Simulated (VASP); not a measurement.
BP:

```
CELL_PARAMETERS angstrom
0.00000 2.26900 2.26900
2.26900 0.00000 2.26900
2.26900 2.26900 0.00000
ATOMIC_POSITIONS crystal
P 0.75000 0.75000 0.75000
B 0.00000 0.00000 0.00000
```

A sound run:

- Program: VASP 6.6.1
- Task: dielectric tensor
- Functional: LDA
- Potentials or basis: VASP PAW LDA potentials, release 64 (P, B)
- Cutoff: 800 eV
- k mesh: 12 × 12 × 12
- Occupations: gaussian, width 0.01 eV
- Spin: no spin polarisation

It gives band gap on the k mesh 1.18 eV, indirect (least direct gap 3.38 eV).

Problem. What do these careless settings give instead: cutoff 600 eV in place of 800 eV; k mesh 6 × 6 × 6 in place of 12 × 12 × 12?

Solution. Band gap on the k mesh 1.30 eV, indirect (least direct gap 3.38 eV). The run converged, but these numbers show the error of the settings and aren't properties of the crystal.
